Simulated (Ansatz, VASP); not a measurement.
**Two plane-wave programs on Cd**

```
Cd
1.0
     3.32477    0.00000    0.00000
    -1.66239    2.87934    0.00000
     0.00000    0.00000    7.51546
Cd
3
Direct
  0.00000 0.00000 0.00000
  0.66667 0.33333 0.33333
  0.33333 0.66667 0.66667
```

Change from the starting cell: strain along c alone, the other axes held, atoms relaxed: +4.0 %.

Alike in both runs: task single point; functional PBE; k mesh 15 × 15 × 6; occupations gaussian, width 0.1 eV; no spin polarisation.

|  | VASP | Ansatz |
| --- | --- | --- |
| version | VASP 6.6.1 | Ansatz 0.2.0 |
| potentials or method | VASP PAW PBE potentials, release 64 (Cd) | scalar-relativistic, plane waves, PAW |
| plane-wave cutoff (eV) | 520 | 420 |
| valence electrons in the cell | 36 | 60 |

VASP gave:

| Item | Value |
| --- | --- |
| gap on the k mesh at the Fermi level (eV) | none |
| pressure (GPa) | -1.6 |
| largest component of the traceless stress (GPa) | 0.22 |

Which values does Ansatz return?

gap on the k mesh at the Fermi level (eV): none; pressure (GPa): -1.8; largest component of the traceless stress (GPa): 0.26.

A gap of «none» marks a metal or a gap that the smearing closes. The two sets of potentials don't hold the same shells in valence.
